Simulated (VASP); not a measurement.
Crystal: SnS.

```
CELL_PARAMETERS angstrom
11.10224 0.00000 0.00000
0.00000 3.98561 0.00000
0.00000 0.00000 4.22986
ATOMIC_POSITIONS crystal
Sn 0.11852 0.25000 0.10999
Sn 0.38148 0.75000 0.60999
Sn 0.61852 0.25000 0.39001
Sn 0.88148 0.75000 0.89001
S 0.85325 0.25000 0.47437
S 0.64675 0.75000 0.97437
S 0.35325 0.25000 0.02563
S 0.14675 0.75000 0.52563
```

Base run:

| Item | Value |
| --- | --- |
| Program | VASP 6.6.1 |
| Functional | PBE |
| Potentials or basis | VASP PAW PBE potentials, release 64 (Sn_d, S) |
| Cutoff | 520 eV |
| k mesh | 4 × 8 × 6 |
| Occupations | gaussian, width 0.03 eV |
| Spin | no spin polarisation |

Its results: band gap on the k mesh 0.77 eV, indirect (least direct gap 1.14 eV); pressure 3.2 GPa; largest force 0.070 eV/Å.

The run is repeated on the same cell with these changes: functional from PBE to LDA; potentials or basis from VASP PAW PBE potentials, release 64 (Sn_d, S) to VASP PAW LDA potentials, release 64 (Sn_d, S). What comes out?

Band gap on the k mesh 0.73 eV, indirect (least direct gap 1.07 eV); pressure -1.7 GPa; largest force 0.093 eV/Å.

Caveats: spin-orbit coupling is left out, which moves the levels of the heavy elements; the mesh misses the band edges, which the band path finds closer together.
